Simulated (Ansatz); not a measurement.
# Si, space group Fm-3m: a relaxation of cell and ions

With Ansatz's Python interface.

Interactive session:
```pycon
>>> import json
>>> import ansatz as az
>>> from ase import Atoms
>>> from ase.neighborlist import neighbor_list
>>> import numpy as np
>>> def edges_and_angles(cell):
...     cell = np.asarray(cell)
...     a, b, c = np.linalg.norm(cell, axis=1)
...     cosines = cell[1] @ cell[2] / (b * c), cell[0] @ cell[2] / (a * c), cell[0] @ cell[1] / (a * b)
...     return (a, b, c, *np.degrees(np.arccos(cosines)))
...
>>> atoms = Atoms(
...     ["Si"],
...     scaled_positions=[
...         (0.0, 0.0, 0.0),
...     ],
...     cell=[
...         (0.0, 1.67, 1.67),
...         (1.67, 0.0, 1.67),
...         (1.67, 1.67, 0.0),
...     ],
...     pbc=True,
... )
>>> si = az.Crystal.from_ase(atoms)
>>> # part of the cell is held
>>> job = (
...     si.calculation()
...     .functional(az.Functional.PBE)
...     .basis(420)
...     .kpoints(spacing=0.2)
...     .occupations("Methfessel-Paxton", width=0.1)
...     .scf(tolerance=1e-09)
...     .relax(max_steps=40, fix_cell=["a", "angles"])
... )
>>> res = job.run(threads=1, events_out="events.ndjson")
DeckWarning: crystal.symmetry: narrowed to the stabiliser of the fixed cell quantities (relax.cell.fix) — unitary ops 48 → 4. The narrowing is safe, since a smaller group never makes results wrong: the run goes on under it, on as many k-points as the starting [...]
DeckWarning: relax.cell: scf.convergence.dr2_threshold = 1e-9 eV is looser than the 1e-10 eV advised for a relaxation that steers and ends on the stress (1e-10 eV for each atom of the cell: 1). What an SCF threshold leaves in a stress goes as its square root, [...]
>>> with open("events.ndjson") as stream:
...     events = [json.loads(line) for line in stream]
...
>>> steps = [e["data"] for e in events if e["event"] == "relax_step"]
>>> r = res.report
>>> res.lattice.cell_ang
array([[ 0.1776312 ,  1.66526982,  1.66526982],
       [ 2.17297789, -0.11295552,  1.95585654],
       [ 2.17297789,  1.95585654, -0.11295552]])
>>> r["n_kpoints"], r["n_symmetry_ops"], r["n_pw"]
(1305, 4, 277)
>>> r["kweights"]
[0.0002035416242621616, 0.0008141664970486464, 0.0008141664970486464, 0.0008141664970486464, 0.0008141664970486464, 0.0008141664970486464, 0.0008141664970486464, 0.0008141664970486464, 0.0008141664970486464, 0.0004070832485243232, 0.0008141664970486464, 0.0008141664970486464, 0.0008141664970486464, 0.0008141664970486464, 0.0008141664970486464, [...]
>>> print("step   energy (eV)     max comp. (eV/A)   P (GPa)  SCF")
step   energy (eV)     max comp. (eV/A)   P (GPa)  SCF
>>> for s in steps:
...     print(f"{s['step']:4d} {s['lagrangian_ev']:15.5f} {s['allowed_force_max_ev_ang']:12.4f} {s['pressure_gpa']:10.3f} {s['n_scf']:5d}")
...
   1      -634.23961       0.0000     95.678     5
   2      -634.64207       0.0000     63.905     6
   3      -634.90259       0.0000     42.455     6
   4      -635.06527       0.0000     27.192     6
   5      -635.15453       0.0000     16.050     6
   6      -635.18596       0.0000      8.127     6
   7      -635.18714       0.0000      6.743     5
   8      -635.18715       0.0000      6.496     4
   9      -635.20147       0.0000      7.096     4
  10      -635.20182       0.0000      6.223     5
  11      -635.20183       0.0000      6.282     3
  12      -635.20186       0.0000      6.282     3
>>> first, last = steps[0], steps[-1]
>>> symbols = [site.symbol for site in res.lattice.sites]
>>> print(f"energy gained {first['lagrangian_ev'] - last['lagrangian_ev']:.4f} eV in {len(steps) - 1} steps")
energy gained 0.9622 eV in 11 steps
>>> for label, vectors in (("before", first["cell_ang"]), ("after", res.lattice.cell_ang)):
...     print(label, "a b c (A) {:.4f} {:.4f} {:.4f}  angles {:.2f} {:.2f} {:.2f}".format(*edges_and_angles(vectors)), f" V = {abs(np.linalg.det(vectors)):.3f} A^3")
...
before a b c (A) 2.3617 2.3617 2.3617  angles 60.00 60.00 60.00  V = 9.315 A^3
after a b c (A) 2.3617 2.9257 2.9257  angles 60.00 60.00 60.00  V = 14.295 A^3
>>> print("final stress xx yy zz (GPa, compression positive):", np.round(np.diag(r["stress_gpa"]), 3) + 0.0)
final stress xx yy zz (GPa, compression positive): [1.101 8.872 8.872]
>>> print("atom   start x y z (A)              end x y z (A)")
atom   start x y z (A)              end x y z (A)
>>> for symbol, a, b in zip(symbols, first["positions_ang"], last["positions_ang"]):
...     print(f"{symbol:3s}", " ".join(f"{v:8.4f}" for v in a), "  ", " ".join(f"{v:8.4f}" for v in b))
...
Si    0.0000   0.0000   0.0000      0.0000   0.0000   0.0000
>>> final = Atoms(symbols, positions=last["positions_ang"], cell=res.lattice.cell_ang, pbc=True)
>>> i, j, d = neighbor_list("ijd", final, 4.5)
>>> print("neighbours within 1.15 times the shortest distance of each atom (A)")
neighbours within 1.15 times the shortest distance of each atom (A)
>>> for atom in range(len(final)):
...     near = [m for m in np.argsort(d) if i[m] == atom]
...     shell = [m for m in near if d[m] < 1.15 * d[near[0]]]
...     print(f"{symbols[atom]}{atom} ({len(shell)}):", ", ".join(f"{symbols[j[m]]} {d[m]:.3f}" for m in shell))
...
Si0 (6): Si 2.362, Si 2.362, Si 2.688, Si 2.688, Si 2.688, Si 2.688
>>> print("relaxed fractional positions")
relaxed fractional positions
>>> for site in res.lattice.sites:
...     print(f"  {site.symbol:2s}", " ".join(f"{v % 1:8.5f}" for v in np.round(site.position_frac, 5)))
...
  Si  0.00000  0.00000  0.00000
>>> energy = r["free_energy_ev"]
>>> print("F of the Si cell: {:.6f} eV = {:.6f} Ry = {:.6f} Ha".format(energy, energy / 13.605693, energy / 27.211386))
F of the Si cell: -635.201856 eV = -46.686476 Ry = -23.343238 Ha
>>> print("Fermi level {:.4f} eV, {} k-points, {} symmetry operations".format(r["fermi_energy_ev"], r["n_kpoints"], r["n_symmetry_ops"]))
Fermi level 10.8185 eV, 1305 k-points, 4 symmetry operations
>>> print("doubts on the final state:", r["published_state_doubts"] or "none")
doubts on the final state: none
>>> print("warnings:", sorted({n["data"]["kind"] for n in res.notices if n["data"].get("severity") in ("warning", "doubt")}) or "none")
warnings: none
>>> print("energy terms (eV)")
energy terms (eV)
>>> for term, value in r["components"].items():
...     if abs(value) > 1e-9:
...         print(f"  {term:26s} {value:16.5f}")
...
  e_band                             20.08061
  e_kinetic                          41.88466
  e_local                             1.13930
  e_nonlocal                         25.61187
  e_hartree                           0.83281
  e_xc                              -56.32066
  e_vxc                             -48.22971
  e_paw                            -512.25609
  e_vpaw                             -1.99115
  e_augmentation_tail                 0.00001
  e_ewald                          -136.09379
  e_smearing                          0.00004
```

Caveats:
- Absolute energies stand on the zero of these potentials, so only differences at equal settings mean something. A total without «per atom» is that of the cell as typed.
- The energy terms are those on the plane-wave grid, with the one-centre PAW part apart; e_band, e_vxc and e_vpaw aren't summands of the total.
- Part of the cell is held or a pressure is applied, so the end point needn't be the zero-pressure lattice.
- An absolute Fermi energy rests on an arbitrary zero of the periodic potential and has no direct meaning.
- Energies along a relaxation are free energies. Rows at an unchanged volume are solved on a plane-wave basis chosen afresh for that cell, so the energy jumps there and such rows are no steps of the walk.
- A cell that swells this much on relaxing started as a compressed, perhaps high-pressure structure.
- Edges and angles are those of the cell as typed, here a primitive one, not of the conventional cell.
- The cell relaxed to the group C2/m; tensors and edges are in the axes of the typed cell.
- This isn't the structure that Si takes at ambient conditions.
- Gaps and levels are Kohn-Sham values on a finite set of k-points.
- Warnings are shown shortened and without file and line.
- Finished in 88 s on 1 thread of Arm Neoverse V1, with other jobs on the host, peak memory 0.57 GiB.
